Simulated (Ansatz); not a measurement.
# Zn3SO2: the cost of one run

Method: DFT PBE, scalar-relativistic, plane waves, PAW, in Ansatz 0.2.0.

### 1 The system as given

Symmetry: P3m1, No. 156, trigonal system. Conventional cell: a = 3.431 Å, b = 3.431 Å, c = 8.405 Å, α = 90.00°, β = 90.00°, γ = 120.00°. Around Zn (site symmetry 3m) lie 3 S at 2.10 Å and 1 O at 2.10 Å. Zn (site symmetry 3m) is surrounded by 3 O at 2.10 Å and 1 S at 2.10 Å. Zn (site symmetry 3m) is surrounded by 4 O at 2.10 Å. S (site symmetry 3m) has 4 Zn at 2.10 Å as nearest neighbours. O (site symmetry 3m) is surrounded by 4 Zn at 2.10 Å.

Structure file:

```
CELL_PARAMETERS angstrom
3.43143 0.00000 0.00000
-1.71571 2.97170 0.00000
0.00000 0.00000 8.40525
ATOMIC_POSITIONS crystal
Zn 0.00000 0.00000 0.00000
Zn 0.33333 0.66667 0.66667
Zn 0.66667 0.33333 0.33333
S 0.33333 0.66667 0.91667
O 0.66667 0.33333 0.58333
O 0.00000 0.00000 0.25000
```

The start is an ordering of an alloy on its end members' structure types: elements ordered on the sites of the ZnS type, O/S on S (P3m1, No. 156).

### 2 Probe: one point on a coarse mesh

The input, input.yaml:

```yaml
crystal:
  lattice:
    - [3.43142722, 0.0, 0.0]
    - [-1.71571361, 2.97170314, 0.0]
    - [0.0, 0.0, 8.40524577]
  atoms:
    - { symbol: Zn, position: [0.0, 0.0, 0.0] }
    - { symbol: Zn, position: [0.33333333, 0.66666667, 0.66666667] }
    - { symbol: Zn, position: [0.66666667, 0.33333333, 0.33333333] }
    - { symbol: S, position: [0.33333333, 0.66666667, 0.91666667] }
    - { symbol: O, position: [0.66666667, 0.33333333, 0.58333333] }
    - { symbol: O, position: [0.0, 0.0, 0.25] }
basis:
  ecutwfc: 420
kpoints:
  mp_grid: { grid: [6, 6, 2] }
hamiltonian:
  xc: pbe
scf:
  occupations: { method: gaussian, width: 0.1 }
  lower_state_search: "off"
output:
  forces: true
  stress: true
  eigenvalues: true
```

Run with:

```
$ ansatz run input.yaml --threads 1 --pin off --max-ram 2560MiB --backend cpu --events-out ev --progress --plain --runs-dir out
```

Q: Estimate wall time and peak memory on 1 thread of Arm Neoverse V2, shared host.

About 4 s, with a peak of 0.3 GiB.
